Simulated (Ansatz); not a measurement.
# CuO (P1) in Ansatz: further runs

The runs below take CuO through single point, equation of state, with LDA.

Everything below comes from runs of Ansatz 0.2.0. Logs are shortened: lines on timing, memory, paths and dates and some standing lists are left out, and cuts for length are marked.

## (1) Starting point

The typed cell holds 4 atoms: a = 2.993 Å, b = 2.993 Å, c = 5.184 Å, α = 73.22°, β = 73.22°, γ = 60.00°.

The cell comes from a database or a generator and needn't be the stable form of this composition.

## (2) Single point, LDA, 8.91 Å³/atom (volume scaled by 0.94)

Input file input.yaml:

```yaml
crystal:
  lattice:
    - [0.0, -2.0733527743, -2.0733527743]
    - [-2.0733527743, 0.0, -2.0733527743]
    - [2.0733527743, 2.0733527743, -4.1467055485]
  atoms:
    - { symbol: Cu, position: [0.50388754, 0.47698801, 0.4880064] }
    - { symbol: Cu, position: [0.00388754, 0.97698801, 0.9880064] }
    - { symbol: O, position: [0.74611246, 0.77301199, 0.7619936] }
    - { symbol: O, position: [0.24611246, 0.27301199, 0.2619936] }
hamiltonian:
  xc: lda
  pseudopotentials: { kind: paw }
kpoints:
  mp_grid: { grid: [10, 10, 6] }
scf:
  occupations: { method: fermi_dirac, width: 0.05 }
output:
  forces: true
  stress: true
  eigenvalues: true
```

Potentials or basis: Ansatz PAW.

On the command line:

```
ansatz run input.yaml --threads 2 --pin off --max-ram 5632MiB --backend cpu --events-out ev --progress --plain --runs-dir out
```

Log:

```text
Warning: RAYON_NUM_THREADS=2 ignored (pool sized by the plan → 2); use --threads N
Engine: ansatz 0.2.0, aarch64-unknown-linux-gnu
Pseudopotentials: kind: paw
Pseudopotential: Cu, paw, valence charge 19, recommended cutoff 420 eV (normal), Cu.paw.azcp
Pseudopotential: O, paw, valence charge 6, recommended cutoff 420 eV (normal), O.paw.azcp
Functional definition: SPW92
  exchange = slater_x
  correlation = pw_c
Crystal: 4 atoms, lattice volume = 35.652 Å³
Basis set: ecut = 420 eV, 683 PW (Γ)
Bands: 30, of which v1, the nominal top of the filled ones, is band 25 counted from 1 (24 counted from 0)
Symmetry: 2 space group operations
Space group: P1 (ITA 1), of the structure as read, at distance tolerance 3.3e-5 Å
k-points: 304 of 600 (time reversal used)
Non-local potential: Cu, projectors of the file, l = 0: 3, l = 1: 2, l = 2: 3, l = 3: 1
Non-local potential: O, projectors of the file, l = 0: 2, l = 1: 2, l = 2: 1
PAW form: soft (Blöchl's): semilocal exchange-correlation on the pseudo side does not see the compensation charge
PAW frozen core: Cu, regenerated for the run's functional, and the local potential with it (the file was generated under x = pbe(κ = 0.804, μ = 0.2195149727645171), c = pbe(β = 0.06672455060314922))
PAW frozen core: O, regenerated for the run's functional, and the local potential with it (the file was generated under x = pbe(κ = 0.804, μ = 0.2195149727645171), c = pbe(β = 0.06672455060314922))
PAW one-centre angular grid: Cu, 590 points (default); XC on 64 Gauss nodes
PAW one-centre angular grid: O, 110 points (default); XC on 64 Gauss nodes
Initial density: superposition of atomic densities (neutral atoms: chi_scale 0, normalization atom), corrected by the library's trained network
Initial wavefunctions: pseudopotential atomic-orbital guess
Functional: x = slater, c = lda
SCF iter   1: F=—  HF=-14218.560530 eV  |F-HF|=—  |Δ(HF+E_count)|=         —  Δρ=2.32e-2  dr2=1.27e-1  ethr=1.77e-3  ⟨swp⟩=5.2  Hψ=30690  notcnv=0
preconditioner: auto → Kerker (q_TF=auto, 2.887 Å⁻¹)  [metal: Δε(μ)=0.006 eV  Ē_g=11.918 eV  σ=0.050 eV  W_gap=0.03  n_scr=16 (ndim 8)  ℏωp=36.3 eV  f_vac=0.000  D(μ)=2.74/eV (n_scr^D=28)]
SCF iter   2: F=—  HF=-14218.526498 eV  |F-HF|=—  |Δ(HF+E_count)|=   3.40e-2  Δρ=9.18e-3  dr2=3.04e-2  ethr=2.54e-4  ⟨swp⟩=2.2  Hψ=16938  notcnv=0
SCF iter   3: F=—  HF=-14218.520018 eV  |F-HF|=—  |Δ(HF+E_count)|=   6.48e-3  Δρ=3.87e-3  dr2=4.43e-3  ethr=6.07e-5  ⟨swp⟩=2.7  Hψ=14473  notcnv=0
SCF iter   4: F=—  HF=-14218.518765 eV  |F-HF|=—  |Δ(HF+E_count)|=   1.25e-3  Δρ=1.08e-3  dr2=2.17e-4  ethr=8.86e-6  ⟨swp⟩=2.7  Hψ=15038  notcnv=0
SCF iter   5: F=—  HF=-14218.518713 eV  |F-HF|=—  |Δ(HF+E_count)|=   5.13e-5  Δρ=1.72e-4  dr2=8.76e-6  ethr=4.35e-7  ⟨swp⟩=1.7  Hψ=12552  notcnv=0
SCF iter   6: F=—  HF=-14218.518714 eV  |F-HF|=—  |Δ(HF+E_count)|=   4.36e-7  Δρ=3.22e-5  dr2=1.36e-7  ethr=1.75e-8  ⟨swp⟩=2.0  Hψ=12204  notcnv=0
SCF iter   7: F=-14218.518714 eV  HF=-14218.518714 eV  |F-HF|=1.19e-8  |Δ(HF+E_count)|=   3.25e-8  Δρ=1.59e-5  dr2=5.09e-8  ethr=2.00e-10  ⟨swp⟩=4.7  Hψ=35684  notcnv=0
SCF 1 converged in 7 iterations: F = -14218.518714 eV  dr2 = 5.09e-8
SCF converged after 7 iterations
Free energy (F): -14218.518714 eV
Harris-Foulkes:  -14218.518714 eV  (|F-HF|=1.19e-8)
Internal energy: -14218.494836 eV  (E = F + TS)
E sigma→0 (E₀):  -14218.506775 eV
Entropy (-TS):   -0.023878 eV (-5.970 meV/atom)
Fermi energy:    14.081190 eV
--- Per-component energies (eV) ---
  E_band       = -746.729032
  E_kinetic    = 944.154714
  E_local      = -8985.030406  (includes V_loc(G=0)·N_el)
  E_nonlocal   = 897.658145
  E_hartree    = 3896.236864
  E_xc         = -321.254777
  E_vxc        = -415.024892  (∫ρ·V_xc dr)
  E_paw        = -3482.789271  (= ΣΔE_a)
  E_vpaw       = -980.983442  (= ΣTr[D̂ρ^β])
  E_aug_tail   = 0.005403  (compensation charges beyond the density's cutoff)
  E_ewald      = -7168.568670
  E_core_change = 1.093163  (= ΣΔE_core)
  E_smearing   = -0.023878  (= −TS)
  E_closure    = -0.000000  (closes the sum)
  Σ components = -14218.518714   (vs F -14218.518714, Δ=0.00e0)
--- Forces (eV/Å), atoms counted from 1 ---
  atom   1  Cu    -0.24801053     0.35523236    -1.28888236
  atom   2  Cu    -0.24801053     0.35523236    -1.28888236
  atom   3  O      0.24801183    -0.35523547     1.28888701
  atom   4  O      0.24801183    -0.35523547     1.28888701
  max |Σ_I F_I| component: 9.30e-6 eV/Å
--- Stress (GPa, compression-positive) ---
       -2.222161       0.265527      -0.812540
        0.265527      -1.311796       1.222811
       -0.812541       1.222812       7.202334
  P = ⅓ Tr σ = 1.2228 GPa (12.228 kbar)
--- Band table (eV; the first three rows and the last of 304) ---
  k-point 0: bands = ["-97.3997", "-97.3979", "-55.2712", "-55.2609", "-55.2206", "-55.2063", "-55.2026", "-55.1988", "-5.9081", "-4.3836", "5.8607", "8.5305", "8.7107", "10.2254", "10.5264", "10.5683", "11.3676", "11.5635", "12.0375", "12.0756", "12.2948", "12.3639", "12.5475", "12.7742", "14.6548", "14.8391", "15.7162", "19.9503", "23.8695", "28.0013"]
  k-point 1: bands = ["-97.3996", "-97.3980", "-55.2704", "-55.2615", "-55.2198", "-55.2073", "-55.2024", "-55.1991", "-5.8225", "-4.5081", "6.1237", "8.6172", "8.8030", "9.8062", "10.2602", "10.5738", "11.3845", "11.5191", "11.9833", "11.9950", "12.0227", "12.4615", "12.7247", "13.0337", "14.5817", "14.7321", "16.2411", "19.8287", "24.0835", "28.2701"]
  k-point 2: bands = ["-97.3992", "-97.3983", "-55.2683", "-55.2632", "-55.2173", "-55.2100", "-55.2017", "-55.1999", "-5.5791", "-4.8268", "6.8460", "8.8719", "8.9323", "9.0775", "9.7717", "10.1038", "11.4747", "11.5523", "11.8376", "11.8828", "11.9205", "12.2627", "13.3115", "13.5147", "14.3344", "14.4380", "17.3367", "19.3559", "24.8392", "28.0974"]
  k-point 303: bands = ["-97.3976", "-97.3976", "-55.2764", "-55.2764", "-55.2179", "-55.2179", "-55.2049", "-55.2049", "-4.3361", "-4.3361", "6.9152", "6.9152", "8.4132", "8.4132", "9.1962", "9.1962", "11.5449", "11.5449", "12.1451", "12.1451", "12.3895", "12.3895", "13.3155", "13.3155", "13.6011", "13.6011", "21.3611", "21.3611", "23.8883", "23.8883"]
```

Wall time 14 s (2 threads of Arm Neoverse V1, shared host); peak memory 0.48 GiB.

Results:

```yaml
Free_energy: -14218.5187 eV
Pressure: 1.2 GPa
Largest_force: 1.360 eV/Å
Band_gap_on_the_k_mesh: none (metal or under the smearing width)
```

Caveat: the pressure holds a Pulay correction of +1.1 GPa for the finite cutoff; the run has no spin polarisation, though such a crystal can be magnetic; semilocal functionals often make such compounds metallic where correlation or magnetic order opens a gap, which also shifts bond lengths; the PAW data sets come from PBE, with cores solved anew for the run's functional, which leaves a small shift of forces and pressure; forces of over 1 eV/Å show positions far from the minimum, so gaps and moduli don't describe the material at rest.

## (3) Single point, LDA, 9.10 Å³/atom (volume scaled by 0.96)

Edit input.yaml of step 2 so:

```diff
@@ -2,5 +2,5 @@
   lattice:
-    - [0.0, -2.0733527743, -2.0733527743]
-    - [-2.0733527743, 0.0, -2.0733527743]
-    - [2.0733527743, 2.0733527743, -4.1467055485]
+    - [0.0, -2.0879543312, -2.0879543312]
+    - [-2.0879543312, 0.0, -2.0879543312]
+    - [2.0879543312, 2.0879543312, -4.1759086624]
   atoms:
@@ -21 +21,5 @@
   eigenvalues: true
+  write_density: true
+  write_potential: true
+  elf: true
+  volumetric_format: npy
```

Potentials or basis: Ansatz PAW.

On the command line:

```
ansatz run input.yaml --threads 2 --pin off --max-ram 5632MiB --backend cpu --events-out ev --progress --plain --runs-dir out
```

Wall time 21 s (2 threads of Arm Neoverse V1, shared host); peak memory 0.5 GiB.

Results (log left out):

```
Free energy            : -14218.5136 eV
Pressure               : -3.3 GPa
Largest force          : 1.234 eV/Å
Band gap on the k mesh : none (metal or under the smearing width)
```

Caveat: the pressure holds a Pulay correction of +1.1 GPa for the finite cutoff; the run has no spin polarisation, though such a crystal can be magnetic; semilocal functionals often make such compounds metallic where correlation or magnetic order opens a gap, which also shifts bond lengths; the PAW data sets come from PBE, with cores solved anew for the run's functional, which leaves a small shift of forces and pressure; forces of over 1 eV/Å show positions far from the minimum, so gaps and moduli don't describe the material at rest.

## (4) Single point, LDA, 9.29 Å³/atom (volume scaled by 0.98)

Edit input.yaml of step 3 so:

```diff
@@ -2,5 +2,5 @@
   lattice:
-    - [0.0, -2.0879543312, -2.0879543312]
-    - [-2.0879543312, 0.0, -2.0879543312]
-    - [2.0879543312, 2.0879543312, -4.1759086624]
+    - [0.0, -2.1023544713, -2.1023544713]
+    - [-2.1023544713, 0.0, -2.1023544713]
+    - [2.1023544713, 2.1023544713, -4.2047089426]
   atoms:
```

On the command line:

```
ansatz run input.yaml --threads 2 --pin off --max-ram 5632MiB --backend cpu --events-out ev --progress --plain --runs-dir out
```

It took 19 s on 2 threads of Arm Neoverse V1, shared host; peak memory 0.5 GiB.

It converged, with:

| Property | Result |
| --- | --- |
| Free energy | -14218.4883 eV |
| Pressure | -7.3 GPa |
| Largest force | 1.117 eV/Å |
| Band gap on the k mesh | none (metal or under the smearing width) |

Caveat: the pressure holds a Pulay correction of +1.0 GPa for the finite cutoff; the run has no spin polarisation, though such a crystal can be magnetic; semilocal functionals often make such compounds metallic where correlation or magnetic order opens a gap, which also shifts bond lengths; the PAW data sets come from PBE, with cores solved anew for the run's functional, which leaves a small shift of forces and pressure; forces of over 1 eV/Å show positions far from the minimum, so gaps and moduli don't describe the material at rest.

## (5) Single point, LDA, 9.48 Å³/atom

Edit input.yaml of step 4 so:

```diff
@@ -2,5 +2,5 @@
   lattice:
-    - [0.0, -2.1023544713, -2.1023544713]
-    - [-2.1023544713, 0.0, -2.1023544713]
-    - [2.1023544713, 2.1023544713, -4.2047089426]
+    - [0.0, -2.11656, -2.11656]
+    - [-2.11656, 0.0, -2.11656]
+    - [2.11656, 2.11656, -4.23312]
   atoms:
@@ -21,5 +21 @@
   eigenvalues: true
-  write_density: true
-  write_potential: true
-  elf: true
-  volumetric_format: npy
```

On the command line:

```
ansatz run input.yaml --threads 2 --pin off --max-ram 5632MiB --backend cpu --events-out ev --progress --plain --runs-dir out
```

Run time: 14 s. Hardware: 2 threads of Arm Neoverse V1, shared host; peak memory 0.49 GiB.

The run converged. Its results:

| Property | Result |
| --- | --- |
| Free energy | -14218.4451 eV |
| Pressure | -10.9 GPa |
| Largest force | 1.008 eV/Å |
| Band gap on the k mesh | none (metal or under the smearing width) |

Caveat: the pressure holds a Pulay correction of +1.0 GPa for the finite cutoff; the run has no spin polarisation, though such a crystal can be magnetic; semilocal functionals often make such compounds metallic where correlation or magnetic order opens a gap, which also shifts bond lengths; the PAW data sets come from PBE, with cores solved anew for the run's functional, which leaves a small shift of forces and pressure; forces of over 1 eV/Å show positions far from the minimum, so gaps and moduli don't describe the material at rest.

## (6) Single point, LDA, 9.67 Å³/atom (volume scaled by 1.02)

Edit input.yaml of step 5 so:

```diff
@@ -2,5 +2,5 @@
   lattice:
-    - [0.0, -2.11656, -2.11656]
-    - [-2.11656, 0.0, -2.11656]
-    - [2.11656, 2.11656, -4.23312]
+    - [0.0, -2.1305773621, -2.1305773621]
+    - [-2.1305773621, 0.0, -2.1305773621]
+    - [2.1305773621, 2.1305773621, -4.2611547243]
   atoms:
```

Potentials or basis: Ansatz PAW.

On the command line:

```
ansatz run input.yaml --threads 2 --pin off --max-ram 5632MiB --backend cpu --events-out ev --progress --plain --runs-dir out
```

Wall time 17 s (2 threads of Arm Neoverse V1, shared host); peak memory 0.5 GiB.

It converged, with:

| Item | Value |
| --- | --- |
| Free energy | -14218.3861 eV |
| Pressure | -14.0 GPa |
| Largest force | 0.906 eV/Å |
| Band gap on the k mesh | none (metal or under the smearing width) |

Caveat: the pressure holds a Pulay correction of +1.0 GPa for the finite cutoff; the run has no spin polarisation, though such a crystal can be magnetic; semilocal functionals often make such compounds metallic where correlation or magnetic order opens a gap, which also shifts bond lengths; the PAW data sets come from PBE, with cores solved anew for the run's functional, which leaves a small shift of forces and pressure.

## (7) Single point, LDA, 9.86 Å³/atom (volume scaled by 1.04)

Edit input.yaml of step 6 so:

```diff
@@ -2,5 +2,5 @@
   lattice:
-    - [0.0, -2.1305773621, -2.1305773621]
-    - [-2.1305773621, 0.0, -2.1305773621]
-    - [2.1305773621, 2.1305773621, -4.2611547243]
+    - [0.0, -2.1444126677, -2.1444126677]
+    - [-2.1444126677, 0.0, -2.1444126677]
+    - [2.1444126677, 2.1444126677, -4.2888253355]
   atoms:
```

On the command line:

```
ansatz run input.yaml --threads 2 --pin off --max-ram 5632MiB --backend cpu --events-out ev --progress --plain --runs-dir out
```

It took 17 s on 2 threads of Arm Neoverse V1, shared host; peak memory 0.5 GiB.

The run converged. Its results:

| Item | Value |
| --- | --- |
| Free energy | -14218.3129 eV |
| Pressure | -16.8 GPa |
| Largest force | 0.811 eV/Å |
| Band gap on the k mesh | none (metal or under the smearing width) |

Caveat: the pressure holds a Pulay correction of +1.0 GPa for the finite cutoff; the run has no spin polarisation, though such a crystal can be magnetic; semilocal functionals often make such compounds metallic where correlation or magnetic order opens a gap, which also shifts bond lengths; the PAW data sets come from PBE, with cores solved anew for the run's functional, which leaves a small shift of forces and pressure.

## (8) Single point, LDA, 10.05 Å³/atom (volume scaled by 1.06)

Edit input.yaml of step 7 so:

```diff
@@ -2,5 +2,5 @@
   lattice:
-    - [0.0, -2.1444126677, -2.1444126677]
-    - [-2.1444126677, 0.0, -2.1444126677]
-    - [2.1444126677, 2.1444126677, -4.2888253355]
+    - [0.0, -2.1580717154, -2.1580717154]
+    - [-2.1580717154, 0.0, -2.1580717154]
+    - [2.1580717154, 2.1580717154, -4.3161434309]
   atoms:
```

On the command line:

```
ansatz run input.yaml --threads 2 --pin off --max-ram 5632MiB --backend cpu --events-out ev --progress --plain --runs-dir out
```

It took 18 s on 2 threads of Arm Neoverse V1, shared host; peak memory 0.51 GiB.

It converged, with:

```
Free energy            : -14218.2272 eV
Pressure               : -19.3 GPa
Largest force          : 0.723 eV/Å
Band gap on the k mesh : none (metal or under the smearing width)
```

Caveat: the pressure holds a Pulay correction of +1.0 GPa for the finite cutoff; the run has no spin polarisation, though such a crystal can be magnetic; semilocal functionals often make such compounds metallic where correlation or magnetic order opens a gap, which also shifts bond lengths; the PAW data sets come from PBE, with cores solved anew for the run's functional, which leaves a small shift of forces and pressure.

## (9) Equation of state, LDA

Potentials or basis: Ansatz PAW.

No new run: the results of the series are fitted here.

What came out:

- Equilibrium volume: 8.96 Å³/atom
- Bulk modulus at fixed shape and positions: 219 GPa
- Pressure derivative of the bulk modulus: 4.6

Energy against volume, from the lowest point:
```
volume (Å³/atom)  energy (meV/atom)
           8.913               0.00
           9.103               1.27
           9.292               7.60
           9.482              18.41
           9.671              33.14
           9.861              51.46
          10.051              72.88
```

Caveat: the cell was scaled at fixed shape and fractional positions, which overstates the stiffness of a crystal with free parameters, most of all of layers and chains; the run has no spin polarisation, though such a crystal can be magnetic.
